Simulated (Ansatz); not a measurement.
TiTe2:

```
Te Ti
1.0
     3.77700    0.00000    0.00000
    -1.88850    3.27098    0.00000
     0.00000    0.00000    6.49800
Te Ti
2 1
Direct
  0.33333 0.66667 0.73720
  0.66667 0.33333 0.26280
  0.00000 0.00000 0.00000
```

```yaml
Program: Ansatz 0.2.0
Task: relaxation of cell and atoms
Functional: PBE0
Potentials_or_basis: Ansatz PAW
Cutoff: "420 eV (not typed: the program's choice for these potentials)"
k_mesh: 6 × 6 × 4
Occupations: fermi-dirac, width 0.05 eV
Spin: no spin polarisation
```

At the start: volume 26.76 Å³/atom.

**Question.** Where does the relaxation end?

**Answer.** It ends after 7 steps and the volume is 29.01 Å³/atom (+8.4 %); space group P-3m1 (No. 164, to 0.05 Å).

Step by step:
| step | energy change (eV) | largest force (eV/Å) | volume (Å³) |
| --- | --- | --- | --- |
| 1 | 0.0000 | 0.3461 | 80.28 |
| 2 | -0.0285 | 0.0079 | 82.60 |
| 3 | -0.0414 | 0.0639 | 84.29 |
| 4 | -0.0461 | 0.0233 | 86.23 |
| 5 | -0.0463 | 0.0015 | 86.85 |
| 6 | -0.0463 | 0.0006 | 87.04 |
| 7 | -0.0480 | 0.0008 | 87.04 |

Final structure:
```xyz
3
Lattice="3.7739 0.0000 0.0000 -1.8869 3.2683 0.0000 0.0000 0.0000 7.0570" Properties=species:S:1:pos:R:3 pbc="T T T"
Te    0.0000    2.1788    5.3647
Te    1.8869    1.0894    1.6923
Ti    0.0000    0.0000    0.0000
```

Caveat: the plane-wave basis is chosen anew once the cell has moved, so the energies of steps on either side of that aren't comparable; this functional lacks dispersion, which binds the layers, so the pressure and a relaxed spacing across them are unreliable; the PAW data sets come from PBE, with cores solved anew for the run's functional, which leaves a small shift of forces and pressure.
